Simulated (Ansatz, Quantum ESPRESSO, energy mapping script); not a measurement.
## MnO2: J from the energies of magnetic orders

How strongly do the moments of MnO2 couple under PBE+U (-2 eV), QE, GBRV? The plan is to run several orders and fit a Heisenberg model.

Method: PBE with U = -2 eV on Mn d; plane waves, collinear spin, no spin–orbit coupling, in Quantum ESPRESSO 7.5.

### Step 1. Set-up

Symmetry: P-3m1, No. 164, trigonal system. Conventional cell: a = 2.857 Å, b = 2.857 Å, c = 4.601 Å, α = 90.00°, β = 90.00°, γ = 120.00°. Nearest to Mn lie 6 O at 1.90 Å. Nearest to O lie 3 Mn at 1.90 Å. Farther neighbours and most contacts between anions are not listed.

The cell comes from a database of computed structures, and need not be the one that the compound takes in experiment.

A negative U is typed here on purpose; it favours fractional filling, the reverse of what U is for. These runs use Quantum ESPRESSO.

### Step 2. Parallel start in cell A (6 atoms)

Each cell gets its own parallel run on the same mesh, so that most of the mesh error cancels in the differences.

The potential files are GBRV's for PBE; pw.x takes the functional from them.

Contents of pw.in:

```
&control
  calculation = 'scf'
  prefix = 'pw'
  outdir = './tmp/'
  pseudo_dir = './pseudo/'
  verbosity = 'low'
/
&system
  ibrav = 0
  nat = 6
  ntyp = 2
  ecutwfc = 45
  ecutrho = 360
  nbnd = 44
  occupations = 'smearing'
  smearing = 'fd'
  degauss = 0.00367493
  nspin = 2
  starting_magnetization(1) = 0.3000
/
&electrons
  conv_thr = 1.5e-08
  electron_maxstep = 100
  mixing_beta = 0.3
  mixing_mode = 'plain'
/
ATOMIC_SPECIES
  Mn 54.9380 Mn.upf
  O 15.9990 O.upf
CELL_PARAMETERS angstrom
  -2.85657818 0.00000000 0.00000000
  0.00000000 4.94773854 0.00000000
  1.42828909 -2.47386927 -4.60137406
ATOMIC_POSITIONS crystal
  Mn 0.75000000 0.75000000 0.50000000
  Mn 0.25000000 0.25000000 0.50000000
  O 0.35314628 0.01981295 0.70629257
  O 0.85314629 0.51981295 0.70629257
  O 0.64685372 0.98018705 0.29370743
  O 0.14685371 0.48018705 0.29370743
K_POINTS automatic
  8 5 8 0 0 0
HUBBARD {ortho-atomic}
U Mn-3d -2
```

Run with:

```
> OMP_NUM_THREADS=1 mpirun -n 8 pw.x -nk 8 -in pw.in > pw.out
```

Output:

```text
Program PWSCF v.7.5 starts

     Parallel version (MPI & OpenMP), running on       8 processor cores
     Number of MPI processes:                 8
     Threads/MPI process:                     1

     MPI processes distributed on     1 nodes
     21228 MiB available memory on the printing compute node when the environment starts

 %%%%%%%%%%%%%%%%%%%%%%%%%%%%%%%%%%%%%%%%%%%%%%%%%%%%%%%%%%%%%%%%%%%%%%%%%%%%%%
     Error in routine card_hubbard (2):
     Unknown case for lda_plus_u_kind...
 %%%%%%%%%%%%%%%%%%%%%%%%%%%%%%%%%%%%%%%%%%%%%%%%%%%%%%%%%%%%%%%%%%%%%%%%%%%%%%

     stopping ...
--------------------------------------------------------------------------
MPI_ABORT was invoked on rank 7 in communicator MPI_COMM_WORLD
  Errorcode: 1

NOTE: invoking MPI_ABORT causes Open MPI to kill all MPI processes.
You may or may not see output from other processes, depending on
exactly when Open MPI kills them.
--------------------------------------------------------------------------
--------------------------------------------------------------------------

"abort". This may have caused other processes in the application to be
terminated by signals sent by prterun (as reported here).
--------------------------------------------------------------------------
```

Run time: 0.51 s. Hardware: 8 MPI ranks of Arm Neoverse V1, shared host; peak memory 0.22 GiB.

The program refused the input before any cycle.

The program's message: “Error in routine card_hubbard (2): Unknown case for lda_plus_u_kind...”

The fault put into the input: a negative U.

### Step 3. Order 2: parallel, cell B of 6 atoms

The parallel order again, as the reference for this cell.

Contents of pw.in:

```
&control
  calculation = 'scf'
  prefix = 'pw'
  outdir = './tmp/'
  pseudo_dir = './pseudo/'
  verbosity = 'low'
/
&system
  ibrav = 0
  nat = 6
  ntyp = 2
  ecutwfc = 45
  ecutrho = 360
  nbnd = 44
  occupations = 'smearing'
  smearing = 'fd'
  degauss = 0.00367493
  nspin = 2
  starting_magnetization(1) = 0.3000
/
&electrons
  conv_thr = 1.5e-08
  electron_maxstep = 100
  mixing_beta = 0.3
  mixing_mode = 'plain'
/
ATOMIC_SPECIES
  Mn 54.9380 Mn.upf
  O 15.9990 O.upf
CELL_PARAMETERS angstrom
  -2.85657818 0.00000000 0.00000000
  0.00000000 0.00000000 -4.60137406
  0.00000000 -4.94773854 0.00000000
ATOMIC_POSITIONS crystal
  Mn 0.50000000 0.50000000 0.50000000
  Mn 0.00000000 0.50000000 0.00000000
  O 0.00000000 0.70629257 0.33333333
  O 0.50000000 0.70629257 0.83333333
  O 0.50000000 0.29370743 0.16666667
  O 0.00000000 0.29370743 0.66666667
K_POINTS automatic
  7 5 4 0 0 0
HUBBARD {ortho-atomic}
U Mn-3d -2
```

Output:

```text
[banner, memory and clock lines left out]
Program PWSCF v.7.5 starts

 %%%%%%%%%%%%%%%%%%%%%%%%%%%%%%%%%%%%%%%%%%%%%%%%%%%%%%%%%%%%%%%%%%%%%%%%%%%%%%
     Error in routine card_hubbard (2):
     Unknown case for lda_plus_u_kind...
 %%%%%%%%%%%%%%%%%%%%%%%%%%%%%%%%%%%%%%%%%%%%%%%%%%%%%%%%%%%%%%%%%%%%%%%%%%%%%%

     stopping ...
MPI_ABORT was invoked on rank 1 in communicator MPI_COMM_WORLD
  Errorcode: 1

NOTE: invoking MPI_ABORT causes Open MPI to kill all MPI processes.
You may or may not see output from other processes, depending on
exactly when Open MPI kills them.

"abort". This may have caused other processes in the application to be
terminated by signals sent by prterun (as reported here).
```

It took 0.51 s on 8 MPI ranks; peak memory 0.22 GiB.

The input was rejected at the start.

The program's message: “Error in routine card_hubbard (2): Unknown case for lda_plus_u_kind...”

The fault put into the input: a negative U.

### Step 4. Order 3: parallel, cell C of 9 atoms

The parallel order again, as the reference for this cell.

Contents of pw.in:

```
&control
  calculation = 'scf'
  prefix = 'pw'
  outdir = './tmp/'
  pseudo_dir = './pseudo/'
  verbosity = 'low'
/
&system
  ibrav = 0
  nat = 9
  ntyp = 2
  ecutwfc = 45
  ecutrho = 360
  nbnd = 64
  occupations = 'smearing'
  smearing = 'fd'
  degauss = 0.00367493
  nspin = 2
  starting_magnetization(1) = 0.3000
/
&electrons
  conv_thr = 2.2e-08
  electron_maxstep = 100
  mixing_beta = 0.3
  mixing_mode = 'plain'
/
ATOMIC_SPECIES
  Mn 54.9380 Mn.upf
  O 15.9990 O.upf
CELL_PARAMETERS angstrom
  0.00000000 4.94773854 0.00000000
  -4.28486727 2.47386927 0.00000000
  -1.42828909 2.47386927 4.60137406
ATOMIC_POSITIONS crystal
  Mn 0.83333333 0.83333333 0.50000000
  Mn 0.16666667 0.16666667 0.50000000
  Mn 0.50000000 0.50000000 0.50000000
  O 0.23543086 0.56876419 0.29370743
  O 0.56876419 0.90209752 0.29370743
  O 0.90209752 0.23543086 0.29370743
  O 0.09790248 0.76456914 0.70629257
  O 0.43123581 0.09790248 0.70629257
  O 0.76456914 0.43123581 0.70629257
K_POINTS automatic
  5 5 5 0 0 0
HUBBARD {ortho-atomic}
U Mn-3d -2
```

Output:

```text
[banner, memory and clock lines left out]
Program PWSCF v.7.5 starts

 %%%%%%%%%%%%%%%%%%%%%%%%%%%%%%%%%%%%%%%%%%%%%%%%%%%%%%%%%%%%%%%%%%%%%%%%%%%%%%
     Error in routine card_hubbard (2):
     Unknown case for lda_plus_u_kind...
 %%%%%%%%%%%%%%%%%%%%%%%%%%%%%%%%%%%%%%%%%%%%%%%%%%%%%%%%%%%%%%%%%%%%%%%%%%%%%%

     stopping ...
MPI_ABORT was invoked on rank 5 in communicator MPI_COMM_WORLD
  Errorcode: 1

NOTE: invoking MPI_ABORT causes Open MPI to kill all MPI processes.
You may or may not see output from other processes, depending on
exactly when Open MPI kills them.

"abort". This may have caused other processes in the application to be
terminated by signals sent by prterun (as reported here).
```

Run time: 0.51 s. Hardware: 8 MPI ranks; peak memory 0.22 GiB.

The input was rejected at the start.

The program's message: “Error in routine card_hubbard (2): Unknown case for lda_plus_u_kind...”

The fault put into the input: a negative U.

### Step 5. Order 4: parallel, cell D of 6 atoms

A new cell needs its own zero of energy.

Contents of pw.in:

```
&control
  calculation = 'scf'
  prefix = 'pw'
  outdir = './tmp/'
  pseudo_dir = './pseudo/'
  verbosity = 'low'
/
&system
  ibrav = 0
  nat = 6
  ntyp = 2
  ecutwfc = 45
  ecutrho = 360
  nbnd = 44
  occupations = 'smearing'
  smearing = 'fd'
  degauss = 0.00367493
  nspin = 2
  starting_magnetization(1) = 0.3000
/
&electrons
  conv_thr = 1.5e-08
  electron_maxstep = 100
  mixing_beta = 0.3
  mixing_mode = 'plain'
/
ATOMIC_SPECIES
  Mn 54.9380 Mn.upf
  O 15.9990 O.upf
CELL_PARAMETERS angstrom
  2.85657818 0.00000000 0.00000000
  -1.42828909 2.47386927 0.00000000
  0.00000000 0.00000000 9.20274812
ATOMIC_POSITIONS crystal
  Mn 0.00000000 0.00000000 0.25000000
  Mn 0.00000000 0.00000000 0.75000000
  O 0.66666667 0.33333333 0.14685371
  O 0.66666667 0.33333333 0.64685371
  O 0.33333333 0.66666667 0.35314629
  O 0.33333333 0.66666667 0.85314629
K_POINTS automatic
  8 8 3 0 0 0
HUBBARD {ortho-atomic}
U Mn-3d -2
```

Output:

```text
[banner, memory and clock lines left out]
Program PWSCF v.7.5 starts

 %%%%%%%%%%%%%%%%%%%%%%%%%%%%%%%%%%%%%%%%%%%%%%%%%%%%%%%%%%%%%%%%%%%%%%%%%%%%%%
     Error in routine card_hubbard (2):
     Unknown case for lda_plus_u_kind...
 %%%%%%%%%%%%%%%%%%%%%%%%%%%%%%%%%%%%%%%%%%%%%%%%%%%%%%%%%%%%%%%%%%%%%%%%%%%%%%

     stopping ...
MPI_ABORT was invoked on rank 1 in communicator MPI_COMM_WORLD
  Errorcode: 1

NOTE: invoking MPI_ABORT causes Open MPI to kill all MPI processes.
You may or may not see output from other processes, depending on
exactly when Open MPI kills them.

"abort". This may have caused other processes in the application to be
terminated by signals sent by prterun (as reported here).
```

The job ended after 0.51 s (8 MPI ranks; peak memory 0.22 GiB).

The input was rejected at the start.

The program's message: “Error in routine card_hubbard (2): Unknown case for lda_plus_u_kind...”

The fault put into the input: a negative U.

### Step 6. Mapping onto a Heisenberg model

Each energy difference is a sum of couplings weighted by the pairs that the order reverses. A few near shells are fitted to the differences by least squares. Energies are those extrapolated to zero occupation width, not the free energies F.

No pair of orders in one cell converged with its signs kept, so no coupling can be fitted.

### Step 7. What came out

| Item | Value |
| --- | --- |
| couplings | not obtained |

In words: The program refused these inputs, so nothing was computed. The fault in the inputs: a negative U.

[Logs and program files are shortened in this print: banners, set-up blocks, solver, clock and traceback lines can be left out without a mark of their own.]

[Logs are printed without paths, hosts, clocks, repeated set-up lines and the standing remarks that a program may print on its own settings, such as how far it seeks lower states.]

[Hosts, paths, dates, database ids (printed as entryN), source tags and the programs' standing remarks are cut or masked in the printed files.]

[Where a cell is said to come from a database of computed structures, the database is the Materials Project.]
